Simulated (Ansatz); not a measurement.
# CaF2 (Fluorite): equation of state with PBE

The system is CaF2 (Fluorite).

```
CELL_PARAMETERS angstrom
0.00000 2.73100 2.73100
2.73100 0.00000 2.73100
2.73100 2.73100 0.00000
ATOMIC_POSITIONS crystal
Ca 0.00000 0.00000 0.00000
F 0.75000 0.75000 0.75000
F 0.25000 0.25000 0.25000
```

| Property | Result |
| --- | --- |
| Program | Ansatz 0.2.0 |
| Task | equation of state |
| Functional | PBE |
| Potentials or basis | all-electron LAPW, scalar-relativistic |
| Basis error allowed | 0.001 eV/atom |
| k mesh | 8 × 8 × 8 |
| Occupations | fermi-dirac, width 0.05 eV |
| Spin | no spin polarisation |

- Equilibrium volume: 13.94 Å³/atom
- Bulk modulus: 77 GPa
- Pressure derivative of the bulk modulus: 4.5

Energy against volume, from the lowest point:
```tsv
volume (Å³/atom)	energy (meV/atom)
12.764	28.18
13.036	16.00
13.308	7.48
13.579	2.26
13.851	0.00
14.122	0.39
14.394	3.17
```

All runs of the series together: 14 s on 2 threads of Intel(R) Xeon(R) 6975P-C (Granite Rapids) (shared host).

PBE usually gives volumes a little too large and moduli too small. Zero-point motion and thermal expansion aren't in these numbers.
